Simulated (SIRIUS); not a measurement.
# BN: equation of state with PBEsol

The system is BN.

```
N B
1.0
     2.49824    0.00000    0.00000
    -1.24912    2.16354    0.00000
     0.00000    0.00000    6.63570
N B
2 2
Cartesian
  1.2491 0.7212 1.6589
  0.0000 1.4424 4.9768
  1.2491 0.7212 4.9768
  0.0000 1.4424 1.6589
```

- Program: SIRIUS 7.10.0
- Task: equation of state
- Functional: PBEsol
- Potentials or basis: PseudoDojo 0.4.1 PBEsol standard (scalar relativistic)
- Cutoff: 1152 eV
- Density cutoff: 4606 eV
- k mesh: 12 × 12 × 4
- Occupations: fermi-dirac, width 0.05 eV
- Spin: no spin polarisation
- Libxc names: ["XC_GGA_X_PBE_SOL", "XC_GGA_C_PBE_SOL"]
- Radial cutoff for the potentials' integrals: 6.5 bohr

The equilibrium volume is 9.06 Å³/atom, the bulk modulus at fixed shape and positions is 242 GPa and the pressure derivative of the bulk modulus is 3.6.

Energy against volume, from the lowest point:
```
volume (Å³/atom)  energy (meV/atom)
           8.429              36.51
           8.608              17.84
           8.787               5.92
           8.967               0.15
           9.146               0.00
           9.325               4.98
           9.505              14.65
```

All runs of the series together: 5.7 min on 1 thread of Arm Neoverse V2, with other jobs on the host.

Caveat: the cell was scaled at fixed shape and fractional positions, which overstates the stiffness of a crystal with free parameters, most of all of layers and chains; this functional lacks dispersion, which binds the layers, so the pressure and a relaxed spacing across them are unreliable.
